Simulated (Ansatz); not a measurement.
**ZnS: pulling the crystal apart**

Aim: for ZnS, open the crystal across a (0 0 1) plane.

Method: DFT r2SCAN, scalar-relativistic, plane waves, PAW, in Ansatz 0.2.0.

1 further run of the same task is left out (set aside as unsound or not needed). Runs told in other sessions of the task aren't counted.

## 1. Starting point

The structure is hexagonal, space group P6_3mc (No. 186). Conventional cell: a = 3.809 Å, b = 3.809 Å, c = 12.466 Å, α = 90.00°, β = 90.00°, γ = 120.00°. Zn (site symmetry 3m) has 4 S at 2.33 Å in its first shell of neighbours. Around Zn (site symmetry 3m) lie 4 S at 2.33 to 2.34 Å. S (site symmetry 3m) is surrounded by 4 Zn at 2.33 Å. S (site symmetry 3m) is surrounded by 4 Zn at 2.33 to 2.34 Å.

Coordinates:

```
Zn S
1.0
    -3.80874    0.00000    0.00000
    -1.90437   -3.29846    0.00000
     0.00000    0.00000   12.46647
Zn S
4 4
Direct
  0.00000 0.00000 0.00011
  0.00000 0.00000 0.50011
  0.33333 0.33333 0.25007
  0.66667 0.66667 0.75007
  0.00000 0.00000 0.18724
  0.00000 0.00000 0.68724
  0.33333 0.33333 0.43758
  0.66667 0.66667 0.93758
```

It is the result of an earlier relaxation at this level (volume 19.58 Å³/atom; gap on the mesh: 2.74 eV).

## 2. The undisturbed cell

File input.yaml:

```yaml
crystal:
  lattice:
    - [-3.8087369231, 0.0, 0.0]
    - [-1.9043684615, -3.2984629317, 0.0]
    - [0.0, 0.0, 12.4664651483]
  atoms:
    - { symbol: Zn, position: [1.0, 1.0, 0.0001143926] }
    - { symbol: Zn, position: [0.0, 0.0, 0.5001143926] }
    - { symbol: Zn, position: [0.3333333333, 0.3333333333, 0.2500706171] }
    - { symbol: Zn, position: [0.6666666667, 0.6666666667, 0.7500706171] }
    - { symbol: S, position: [0.0, 1.0, 0.1872361439] }
    - { symbol: S, position: [0.0, 0.0, 0.6872361439] }
    - { symbol: S, position: [0.3333333333, 0.3333333333, 0.4375788464] }
    - { symbol: S, position: [0.6666666667, 0.6666666667, 0.9375788464] }
basis:
  ecutwfc: 500
kpoints:
  mp_grid: { grid: [7, 7, 2] }
hamiltonian:
  xc: r2scan
scf:
  occupations: { method: gaussian, width: 0.05 }
output:
  forces: true
  stress: true
  eigenvalues: true
```

On the command line:

```console
$ ansatz run input.yaml --threads 2 --pin off --max-ram 5120MiB --backend cpu --events-out ev --progress --plain --runs-dir out
```

The session goes on with these runs: d = 1.00 Å; d = 3.00 Å; d = 0.50 Å; d = 2.00 Å; d = 6.00 Å; d = -0.30 Å; point d = 0.25 Å; At d = 1.50 Å; At d = 4.50 Å; d = 0.75 Å; point d = -0.15 Å.

What does the calculation give? Wanted: largest traction sampled.

As calculated:

```
                quantity                   value
    energy at d = 6.00 Å               2.97 J/m²
largest traction sampled  16.1 GPa at d = 0.50 Å
```

**Reading.** At the widest gap the traction has died away, so 2.97 J/m² is the unrelaxed work of separation, the sum of the two faces' energies. The traction peaks at 16.1 GPa near 0.50 Å, an estimate of the ideal strength of rigid blocks on this coarse sampling. The gap on the mesh, 2.74 eV at the start, reads zero at d = 1.50. The final runs have no spin polarisation, so a magnetic state may lie lower. Layers here are held mostly by dispersion, which this level lacks, so their spacing and the stiffness across them are unreliable there.
